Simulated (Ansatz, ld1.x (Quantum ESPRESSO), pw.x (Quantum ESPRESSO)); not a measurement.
## germanium (Ge): does the ultrasoft potential hold in the solid?

- Element: Ge
- Generator: ld1.x (Quantum ESPRESSO) 7.5
- Type: ultrasoft
- Functional: LDA (PW92)
- Relativity: scalar-relativistic
- Frozen core: [Ar] 3d10
- Valence charge: 4
- Reference configuration: 4s2 4p2
- Partial waves: 4s (bound): rcut 1.60, rcutus 2.10 bohr; 4s channel at 4.15 Ry: rcut 1.60, rcutus 2.10 bohr; 4p (bound): rcut 1.80, rcutus 2.30 bohr; 4p channel at 3.3 Ry: rcut 1.80, rcutus 2.30 bohr; 4d channel at 0.35 Ry: rcut 1.45, rcutus 1.85 bohr; 4d channel at 2.15 Ry: rcut 1.45, rcutus 1.85 bohr
- Local potential: all-electron potential smoothed inside 2.10 bohr (lloc = -2)
- Core correction: none
- Augmentation charge: PSQ, inside the norm-conserving radii

Crystal test: fcc Ge in pw.x 7.5, no spin, 14³ k-points, Fermi–Dirac smearing 0.01 Ry, cutoffs 40/320 Ry. The reference is all-electron LAPW (Ansatz 0.2.0) with the same functional, mesh and smearing; V0 and B0 come from Birch–Murnaghan fits to the pressures at five volumes. Errors are pseudo minus all-electron; Δ is the rms difference of the E(V) curves that follow from these fits, minima aligned, over ±6 % about the mean V0. Mesh and smearing are coarse, so the numbers serve the comparison and aren't converged zero-temperature values; the lattice is a test structure that the element need not adopt.

All-electron: a0 = 4.177 Å (V0 = 18.21 Å³/atom), B0 = 74.5 GPa.

Problem. How far does the potential miss the all-electron equation of state?

Solution. mean pressure error (GPa): -16.64. The pressure does not cross zero within the volumes sampled, so no fit is given. This is a poor potential for the solid. The pseudo pressure rises with volume over the whole range, a mechanical instability. Note: ghost state, extra bound levels that the all-electron valence spectrum of the same l lacks: d at -13.5 eV. A true bound ghost makes a file unfit for plane-wave use. Atomic configuration tests: test run stopped at test 1 of 9 (negative rho).

| V (Å³/atom) | P all-electron (GPa) | P pseudo (GPa) |
| --- | --- | --- |
| 17.335 | 4.09 | -16.87 |
| 17.791 | 1.83 | -16.69 |
| 18.247 | -0.14 | -16.52 |
| 18.703 | -1.87 | -16.38 |
| 19.159 | -3.39 | -16.19 |

Problem. At the middle volume, how do free energy and pressure move when the wave cutoff is lowered (ecutrho held at 320 Ry)?

Solution.

```tsv
cutoff (Ry)	shift of F (meV/atom)	shift of P (GPa)
18	+6910.6	+13.21
24	+4428.5	-119.72
32	+500.8	-33.06
```

Input at the middle volume:

```
&control
  calculation='scf', prefix='x', pseudo_dir='./', outdir='./tmp', tstress=.true., disk_io='low'
/
&system
  ibrav=0, nat=1, ntyp=1, ecutwfc=40, ecutrho=320, nbnd=9,
  occupations='smearing', smearing='fd', degauss=0.01
/
&electrons
  conv_thr=1e-09, mixing_beta=0.4, electron_maxstep=70
/
ATOMIC_SPECIES
Ge 1.0 Ge.UPF
CELL_PARAMETERS angstrom
  0.00000000 2.08955509 2.08955509
  2.08955509 0.00000000 2.08955509
  2.08955509 2.08955509 0.00000000
ATOMIC_POSITIONS crystal
Ge 0.0000 0.0000 0.0000
K_POINTS automatic
14 14 14 0 0 0
```

```bash
pw.x < Ge.scf.in > Ge.scf.out
```

Lines of the output:

```
Message from routine setup:
     using ibrav=0 with symmetry is DISCOURAGED, use correct ibrav instead
     lattice parameter (alat)  =       5.5843  a.u.
     unit-cell volume          =     123.1369 (a.u.)^3
     number of electrons       =         4.00
     number of Kohn-Sham states=            9
     kinetic-energy cutoff     =      40.0000  Ry
     charge density cutoff     =     320.0000  Ry
     scf convergence threshold =      1.0E-09
     Exchange-correlation= PW
     number of k points=   104  Fermi-Dirac smearing, width (Ry)=  0.0100
     iteration #  1     ecut=    40.00 Ry     beta= 0.40
     total energy              =      -7.72168086 Ry
     estimated scf accuracy    <       4.18192766 Ry
     iteration #  2     ecut=    40.00 Ry     beta= 0.40
     total energy              =      -8.38171544 Ry
     estimated scf accuracy    <       0.62694909 Ry
     iteration #  3     ecut=    40.00 Ry     beta= 0.40
     total energy              =      -8.47291488 Ry
     estimated scf accuracy    <       0.02495600 Ry
     iteration #  4     ecut=    40.00 Ry     beta= 0.40
     negative rho (up, down):  6.207E-03 0.000E+00
     total energy              =      -8.47064336 Ry
     estimated scf accuracy    <       0.06748033 Ry
     iteration #  5     ecut=    40.00 Ry     beta= 0.40
     negative rho (up, down):  2.700E-03 0.000E+00
     total energy              =      -8.49582693 Ry
     estimated scf accuracy    <       0.05434543 Ry
     iteration #  6     ecut=    40.00 Ry     beta= 0.40
     negative rho (up, down):  1.297E-04 0.000E+00
     total energy              =      -8.49079037 Ry
     estimated scf accuracy    <       0.03430920 Ry
     iteration #  7     ecut=    40.00 Ry     beta= 0.40
     negative rho (up, down):  7.436E-05 0.000E+00
     total energy              =      -8.49022930 Ry
     estimated scf accuracy    <       0.00786573 Ry
     iteration #  8     ecut=    40.00 Ry     beta= 0.40
     negative rho (up, down):  5.658E-02 0.000E+00
     total energy              =      -8.52001623 Ry
     estimated scf accuracy    <       0.00789898 Ry
     [... 23 iterations left out ...]
     iteration # 32     ecut=    40.00 Ry     beta= 0.40
     negative rho (up, down):  8.311E-03 0.000E+00
     total energy              =      -8.49232099 Ry
     estimated scf accuracy    <       0.00000235 Ry
     iteration # 33     ecut=    40.00 Ry     beta= 0.40
     negative rho (up, down):  8.367E-03 0.000E+00
     total energy              =      -8.49232061 Ry
     estimated scf accuracy    <       0.00000286 Ry
     iteration # 34     ecut=    40.00 Ry     beta= 0.40
     negative rho (up, down):  8.384E-03 0.000E+00
     total energy              =      -8.49232046 Ry
     estimated scf accuracy    <       0.00000137 Ry
     iteration # 35     ecut=    40.00 Ry     beta= 0.40
     negative rho (up, down):  8.399E-03 0.000E+00
     total energy              =      -8.49232048 Ry
     estimated scf accuracy    <       0.00000022 Ry
     iteration # 36     ecut=    40.00 Ry     beta= 0.40
     negative rho (up, down):  8.396E-03 0.000E+00
     total energy              =      -8.49232049 Ry
     estimated scf accuracy    <       0.00000002 Ry
     iteration # 37     ecut=    40.00 Ry     beta= 0.40
     negative rho (up, down):  8.397E-03 0.000E+00
     total energy              =      -8.49232050 Ry
     estimated scf accuracy    <          2.2E-09 Ry
     iteration # 38     ecut=    40.00 Ry     beta= 0.40
     negative rho (up, down):  8.396E-03 0.000E+00
     total energy              =      -8.49232050 Ry
     estimated scf accuracy    <          2.0E-09 Ry
     iteration # 39     ecut=    40.00 Ry     beta= 0.40
     negative rho (up, down):  8.391E-03 0.000E+00
     the Fermi energy is     5.3418 ev
!    total energy              =      -8.49232050 Ry
     estimated scf accuracy    <          9.9E-10 Ry
     smearing contrib. (-TS)   =      -0.02069449 Ry
     The total energy is F=E-TS. E is the sum of the following terms:
     one-electron contribution =       2.74728258 Ry
     hartree contribution      =       0.67524463 Ry
     xc contribution           =      -2.60526857 Ry
     ewald contribution        =      -9.28888465 Ry
     convergence has been achieved in  39 iterations
          total   stress  (Ry/bohr**3)                   (kbar)     P=     -165.20
```

The 8 pw.x runs together took about 3.2 min on one core of a shared server CPU.
